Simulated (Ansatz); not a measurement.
# Zr (P6_3/mmc), clamped-ion strain scan

All numbers below come from DFT PBE, scalar-relativistic, plane waves, PAW in Ansatz. Settings: plane waves to 420 eV, k-mesh 18×18×10 (Γ-centred), Gaussian smearing 0.15 eV. No spin polarisation. Energies are free energies at this smearing, counted from the undisturbed cell; pressure is positive in compression.

The starting cell (as given, not relaxed at this level; it stands at 0.5 GPa):

```
CELL_PARAMETERS angstrom
3.23200 0.00000 0.00000
-1.61600 2.79899 0.00000
0.00000 0.00000 5.14700
ATOMIC_POSITIONS crystal
Zr 0.33333 0.66667 0.25000
Zr 0.66667 0.33333 0.75000
```

The cell is strained by ε times the Voigt pattern (1, -1, 0, 0, 0, 0) (xx, yy, zz, yz, xz, xy; engineering shear) with fractional coordinates fixed. The cell is metallic on the mesh throughout.

| ε | ΔE (meV/atom) | stress summed along the pattern (GPa, tension positive) | pressure (GPa) |
| --- | --- | --- | --- |
| -0.0400 | 22.2 | -7.33 | 0.6 |
| -0.0300 | 12.6 | -5.70 | 0.6 |
| -0.0200 | 5.6 | -3.86 | 0.5 |
| -0.0100 | 1.4 | -1.93 | 0.5 |
| 0.0000 | 0.0 | 0.00 | 0.5 |
| 0.0100 | 1.4 | 1.88 | 0.5 |
| 0.0200 | 5.4 | 3.65 | 0.5 |
| 0.0300 | 11.9 | 5.18 | 0.5 |
| 0.0350 | 16.0 | 5.82 | 0.6 |
| 0.0400 | 20.4 | 6.36 | 0.6 |